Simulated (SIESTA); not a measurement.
Input of a SIESTA 5.4.2 run:

File BeTe.fdf:

```
SystemName                      BeTe
SystemLabel                     BeTe
NumberOfSpecies                 2
NumberOfAtoms                   2
%block ChemicalSpeciesLabel
  1  52 Te
  2   4 Be
%endblock ChemicalSpeciesLabel

LatticeConstant                 1.0 Ang
%block LatticeVectors
     0.0000000000     2.7700000000     2.7700000000
     2.7700000000     0.0000000000     2.7700000000
     2.7700000000     2.7700000000     0.0000000000
%endblock LatticeVectors
AtomicCoordinatesFormat         Fractional
%block AtomicCoordinatesAndAtomicSpecies
     0.7500000000     0.7500000000     0.7500000000  1  Te
     0.0000000000     0.0000000000     0.0000000000  2  Be
%endblock AtomicCoordinatesAndAtomicSpecies

%block kgrid.MonkhorstPack
    8   0   0  0.0
    0   8   0  0.0
    0   0   8  0.0
%endblock kgrid.MonkhorstPack
XC.Functional                   GGA
XC.Authors                      PBE
PAO.BasisSize                   DZP
PAO.EnergyShift                 0.003 Ry
Mesh.Cutoff                     800 Ry
OccupationFunction              FD
ElectronicTemperature           0.05 eV
MaxSCFIterations                120
SCF.MustConverge                false
SCF.Mixer.Method                Pulay
SCF.Mixer.Weight                0.25
SCF.Mixer.History               8
SCF.DM.Tolerance                5.0e-05
SCF.H.Tolerance                 1.0e-03 eV
WriteForces                     true
Charge.Mulliken                 end
OpticalCalculation              true
Optical.Energy.Minimum          0.0 eV
Optical.Energy.Maximum          30 eV
Optical.Broaden                 0.1 eV
%block Optical.Mesh
  8 8 8
%endblock Optical.Mesh
Optical.OffsetMesh              true
Optical.PolarizationType        unpolarized
%block Optical.Vector
  0.0 0.0 1.0
%endblock Optical.Vector
%block PAO.PolarizationScheme
  Be non-perturbative
%endblock PAO.PolarizationScheme
%block PAO.Basis
  Te 4
  n=5 0 2
    5.635 0.000
  n=5 1 2
    7.297 0.000
  n=4 2 2
    3.260 0.000
  n=5 2 1
    7.297
  Be 3
  n=1 0 2
    2.105 0.000
  n=2 0 2
    8.861 0.000
  n=2 1 1
    8.861
%endblock PAO.Basis
```

Potentials or basis: PseudoDojo 0.4 standard (PBE files), DZP (energy shift 0.003 Ry; two zetas on semicore shells).

Command:

```sh
$ siesta < BeTe.fdf > BeTe.out 2>&1
```

Q: Estimate the band gap on the k mesh.

A: 1.94 eV, indirect (least direct gap 3.56 eV).

Q: Estimate the pressure.

A: 3.8 GPa.

Dielectric function (mean over the directions given):
```csv
energy (eV),real part,imaginary part
0.30,7.22,0.00
0.80,7.34,0.00
1.30,7.58,0.00
1.80,7.98,0.00
2.30,8.62,0.00
2.80,9.65,0.00
3.30,11.63,0.00
3.80,13.67,3.94
4.30,15.04,4.37
4.80,17.57,12.44
5.30,-3.70,27.96
5.80,-14.41,9.61
6.30,-4.19,10.73
6.80,-8.79,10.42
7.30,-5.91,4.93
7.80,-3.24,2.71
8.30,-4.03,3.97
8.80,-2.89,2.37
9.30,-2.28,1.09
9.80,-2.38,1.63
10.40,-1.97,1.83
10.90,-1.30,0.87
11.40,-1.31,0.84
11.90,-1.13,0.97
12.40,-1.03,0.53
12.90,-0.44,0.90
13.40,-0.90,0.48
13.90,-0.58,0.29
14.40,-0.36,0.58
14.90,-0.33,0.44
15.40,-0.25,0.38
15.90,-0.18,0.50
16.40,-0.09,0.40
16.90,-0.21,0.26
17.40,-0.05,0.24
17.90,0.00,0.31
18.40,-0.03,0.20
18.90,0.09,0.09
19.40,0.23,0.14
20.00,0.20,0.11
```

Caveat: the basis holds too few empty states to meet the f-sum rule, so the spectrum is short of weight at high energy; short orbitals over semicore shells can move pressures by several GPa; spectra need much finer meshes, so this one isn't converged; independent-particle spectra lack excitons; spin-orbit coupling is left out, which moves the levels of the heavy elements; the basis of atomic orbitals isn't converged, which shifts pressures, moduli and gaps. A k mesh can miss the band edges.
